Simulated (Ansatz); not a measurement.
**Point defect: Cu vacancy in Cu**

All numbers below come from DFT PBE, scalar-relativistic, plane waves, PAW (Ansatz 0.2.0). Run with 420 eV cutoff, 3×3×3 k-mesh, Gaussian smearing of 0.10 eV, no spin polarisation.

Host crystal, relaxed:

```cif
data_structure
_symmetry_space_group_name_H-M 'P 1'
_symmetry_Int_Tables_number 1
_cell_length_a 2.5667
_cell_length_b 2.5667
_cell_length_c 2.5667
_cell_angle_alpha 60.000
_cell_angle_beta 60.000
_cell_angle_gamma 60.000
_cell_volume 11.96
loop_
_atom_site_label
_atom_site_type_symbol
_atom_site_fract_x
_atom_site_fract_y
_atom_site_fract_z
_atom_site_occupancy
Cu1 Cu 0.00000 0.00000 0.00000 1
```

Supercell of 62 atoms, rows in host cell vectors: -2 3 2; -2 2 -3; -2 -3 3. Atoms relax at the host's cell, keeping the symmetry that the supercell leaves at the site. The cell is small, so energies carry finite-size errors of tenths of an eV. The host is a metal. Atoms are taken from and returned to the elements' standard states.

Defect: Cu vacancy at (0.000, 0.000, 0.000) of the host cell.

(1) What is the formation energy of the neutral defect?

(2) Does the neutral defect carry a moment, and how do its surroundings relax?

Answers

(1) 1.10 eV.

(2) The neutral run had no spin polarisation, so a moment wasn't tested. The nearest neighbours before are 12 Cu at 2.57 Å; after relaxation the atoms near the site are 12 Cu at 2.54 Å; the largest move is 0.03 Å.

Cost: 2 runs of about 25 core-minutes in all, on Intel Xeon Platinum 8488C (Sapphire Rapids) (shared hosts).